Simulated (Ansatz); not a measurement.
SiNi3 in Ansatz: the effect of functional

The system is SiNi3.

```
CELL_PARAMETERS angstrom
3.56546 0.00000 0.00000
0.00000 3.56546 0.00000
0.00000 0.00000 3.56546
ATOMIC_POSITIONS crystal
Ni 0.50000 0.50000 0.00000
Ni 0.50000 0.00000 0.50000
Ni 0.00000 0.50000 0.50000
Si 0.00000 0.00000 0.00000
```

The cell isn't the ideal one: volume scaled by 1.02.

Alike in all runs:

```yaml
Program: Ansatz 0.2.0
Task: single point
Potentials_or_basis: Ansatz PAW
k_mesh: 8 × 8 × 8
Occupations: fermi-dirac, width 0.05 eV
Spin: collinear spin, ferromagnetic start
Starting_moments: "[1.0, 1.0, 1.0, 0.0] μB"
```

| functional | cutoff | pressure (GPa) | moment (μB) |
| --- | --- | --- | --- |
| LDA | 420 eV (not typed: the program's choice for these potentials) | ? | ? |
| r2SCAN | 500 eV (not typed: the program's choice for these potentials) | -16.8 | 0.18 |
| PBE | 420 eV (not typed: the program's choice for these potentials) | -9.5 | 0.00 |

Q: What does the run with functional LDA give?

A: Pressure -23.1 GPa; moment 0.00 μB.

Caveats: the starting moments weren't kept; the PAW data sets come from PBE, with cores solved anew for the run's functional, which leaves a small shift of forces and pressure (some runs); the magnetic or orbital state may not be the lowest (some runs).
